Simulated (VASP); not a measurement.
Set up this calculation in VASP 6.6.1, as an ASE script.

```yaml
Task: relaxation of cell and atoms
Functional: PBE
Dispersion: D2
Potentials_or_basis: VASP PAW PBE potentials, release 64 (Lu)
Cutoff: 600 eV
k_mesh: 10 × 10 × 10
Occupations: gaussian, width 0.05 eV
Spin: no spin polarisation
Optimiser: FIRE
Further_INCAR_settings: ALGO = Fast; EDIFF = 1.00e-07
```

The structure of Lu lies in Lu.cif:

```cif
data_Lu
_cell_length_a 3.90821422
_cell_length_b 3.90821422
_cell_length_c 3.90821422
_cell_angle_alpha 90.00000000
_cell_angle_beta 90.00000000
_cell_angle_gamma 90.00000000
_space_group_name_H-M_alt 'Im-3m'
_space_group_name_Hall '-I 4 2 3'
_space_group_IT_number 229
loop_
_space_group_symop_operation_xyz
'x,y,z'
'-x,-y,-z'
'-y,x,z'
'y,-x,-z'
'-x,-y,z'
'x,y,-z'
'y,-x,z'
'-y,x,-z'
'x,-y,-z'
'-x,y,z'
'-y,-x,-z'
'y,x,z'
'-x,y,-z'
'x,-y,z'
'y,x,-z'
'-y,-x,z'
'z,x,y'
'-z,-x,-y'
'z,-y,x'
'-z,y,-x'
'z,-x,-y'
'-z,x,y'
'z,y,-x'
'-z,-y,x'
'-z,x,-y'
'z,-x,y'
'-z,-y,-x'
'z,y,x'
'-z,-x,y'
'z,x,-y'
'-z,y,x'
'z,-y,-x'
'y,z,x'
'-y,-z,-x'
'x,z,-y'
'-x,-z,y'
'-y,z,-x'
'y,-z,x'
'-x,z,y'
'x,-z,-y'
'-y,-z,x'
'y,z,-x'
'-x,-z,-y'
'x,z,y'
'y,-z,-x'
'-y,z,x'
'x,-z,y'
'-x,z,-y'
'x+1/2,y+1/2,z+1/2'
'-x+1/2,-y+1/2,-z+1/2'
'-y+1/2,x+1/2,z+1/2'
'y+1/2,-x+1/2,-z+1/2'
'-x+1/2,-y+1/2,z+1/2'
'x+1/2,y+1/2,-z+1/2'
'y+1/2,-x+1/2,z+1/2'
'-y+1/2,x+1/2,-z+1/2'
'x+1/2,-y+1/2,-z+1/2'
'-x+1/2,y+1/2,z+1/2'
'-y+1/2,-x+1/2,-z+1/2'
'y+1/2,x+1/2,z+1/2'
'-x+1/2,y+1/2,-z+1/2'
'x+1/2,-y+1/2,z+1/2'
'y+1/2,x+1/2,-z+1/2'
'-y+1/2,-x+1/2,z+1/2'
'z+1/2,x+1/2,y+1/2'
'-z+1/2,-x+1/2,-y+1/2'
'z+1/2,-y+1/2,x+1/2'
'-z+1/2,y+1/2,-x+1/2'
'z+1/2,-x+1/2,-y+1/2'
'-z+1/2,x+1/2,y+1/2'
'z+1/2,y+1/2,-x+1/2'
'-z+1/2,-y+1/2,x+1/2'
'-z+1/2,x+1/2,-y+1/2'
'z+1/2,-x+1/2,y+1/2'
'-z+1/2,-y+1/2,-x+1/2'
'z+1/2,y+1/2,x+1/2'
'-z+1/2,-x+1/2,y+1/2'
'z+1/2,x+1/2,-y+1/2'
'-z+1/2,y+1/2,x+1/2'
'z+1/2,-y+1/2,-x+1/2'
'y+1/2,z+1/2,x+1/2'
'-y+1/2,-z+1/2,-x+1/2'
'x+1/2,z+1/2,-y+1/2'
'-x+1/2,-z+1/2,y+1/2'
'-y+1/2,z+1/2,-x+1/2'
'y+1/2,-z+1/2,x+1/2'
'-x+1/2,z+1/2,y+1/2'
'x+1/2,-z+1/2,-y+1/2'
'-y+1/2,-z+1/2,x+1/2'
'y+1/2,z+1/2,-x+1/2'
'-x+1/2,-z+1/2,-y+1/2'
'x+1/2,z+1/2,y+1/2'
'y+1/2,-z+1/2,-x+1/2'
'-y+1/2,z+1/2,x+1/2'
'x+1/2,-z+1/2,y+1/2'
'-x+1/2,z+1/2,-y+1/2'
loop_
_atom_site_label
_atom_site_type_symbol
_atom_site_symmetry_multiplicity
_atom_site_Wyckoff_symbol
_atom_site_fract_x
_atom_site_fract_y
_atom_site_fract_z
_atom_site_occupancy
Lu1 Lu 2 a 0.0000000000 0.0000000000 0.0000000000 1
```

This isn't the form of Lu at room conditions, which is hcp.

These files were run (other wordings do the same):

run.py

```python
from ase.calculators.vasp import Vasp
from ase.filters import FrechetCellFilter
from ase.io import read
from ase.optimize import FIRE

atoms = read('Lu.cif', primitive_cell=True, subtrans_included=False)
calc = Vasp(
    directory='calc',
    xc='pbe',
    pp='PBE',
    setups={'base': 'minimal'},
    prec='Accurate',
    encut=600,
    ediff=1e-07,
    ismear=0,
    sigma=0.05,
    lreal=False,
    lasph=True,
    nelm=80,
    algo='Fast',
    isif=2,
    lwave=False,
    lcharg=False,
    ivdw=1,
    kpts=[10, 10, 10],
    gamma=True,
)
atoms.calc = calc
opt = FIRE(FrechetCellFilter(atoms), trajectory='relax.traj')
converged = opt.run(fmax=0.02, steps=40)
print('converged:', converged)

print('energy (eV):', atoms.get_potential_energy())
print('free energy (eV):', atoms.get_potential_energy(force_consistent=True))
print('forces (eV/A):')
print(atoms.get_forces())
print('stress (eV/A^3, Voigt):', atoms.get_stress())
print('Fermi level (eV):', calc.get_fermi_level())
print('cell (A, degrees):', atoms.cell.cellpar())
print('volume (A^3):', atoms.get_volume())
print('scaled positions:')
print(atoms.get_scaled_positions())
```

Potentials or basis: VASP PAW PBE potentials, release 64 (Lu).

The run is started by

```sh
$ python run.py
```

It gave:

```json
{
  "Relaxed volume": "29.21 Å³/atom",
  "Relaxed cell": "a = 3.360 Å, b = 3.360 Å, c = 3.360 Å, α = 109.47°, β = 109.47°, γ = 109.47°",
  "Space group after relaxing (to 0.05 Å)": "Im-3m (No. 229)",
  "Energy gained by relaxing": "2.0 meV/atom",
  "Ionic steps": "9",
  "Pressure after relaxing": "0.0 GPa",
  "Band gap on the k mesh": "none (metal or under the smearing width)",
  "Dispersion energy per atom": "-2.435 eV"
}
```

Caveat: atom-pairwise D2, TS and ULG terms overbind metals; pairwise dispersion overbinds metals, which lowers pressure and volume.

Wall time 19 min on 1 thread of Intel(R) Xeon(R) Platinum 8375C CPU @ 2.90GHz (Ice Lake) (shared host), peak memory 0.18 GiB.
